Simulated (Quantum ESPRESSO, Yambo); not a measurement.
Planning a run of Yambo 5.3.0 on CsH (Fm-3m). The input:

```
HF_and_locXC
gw0
dyson
cohsex
em1s
rim_cut
RandQpts= 1000000
RandGvec= 1 RL
EXXRLvcs= 64 Ry
VXCRLvcs= 256 Ry
Chimod= "HARTREE"
% BndsRnXs
 1 | 242 |
%
NGsBlkXs= 16 Ry
% LongDrXs
 1 | 1 | 1 |
%
% GbndRnge
 1 | 242 |
%
DysSolver= "n"
ExtendOut
% QPkrange
 3 | 3 | 4 | 7 |
 1 | 1 | 4 | 7 |
%
```

The database entry behind the starting cell differs from later determinations by our own check (0.1 to 0.3 % short, probably kX units), so it need not match the best structure at ambient conditions.

```sh
OMP_NUM_THREADS=1 mpirun -n 4 yambo -F gw4.in -J gw4 -C gw4 > gw4.log
```

The stored states that it reads are on a 4×4×4 mesh. It takes space group Fm-3m (No. 225, cubic). Conventional cell: a = 6.376 Å, b = 6.376 Å, c = 6.376 Å, α = 90.00°, β = 90.00°, γ = 90.00°. Nearest to Cs lie 6 H at 3.19 Å. H has 6 Cs at 3.19 Å nearest. Farther neighbours are not listed.

Estimate wall time and host memory on 4 MPI ranks of Arm Neoverse V2, shared host.

It took 87 s; on shared hardware allow 44 s to 2.9 min. Peak host memory was 1.9 GiB.

The screening grows as filled bands × empty bands × pairs of k points, times the square of the screening basis for the matrix.

[Paths, hosts, dates, memory and timing lines, banners, echoed tables and standing remarks are left out of the program output.]

[Logs are printed without paths, hosts, clocks, repeated set-up lines and the standing remarks that a program may print on its own settings, such as how far it seeks lower states.]

[Runs of the session that timed out or met a known fault of the program may be left out.]

[Hosts, paths, dates, database ids (printed as entryN), source tags and the programs' standing remarks are cut or masked in the printed files.]
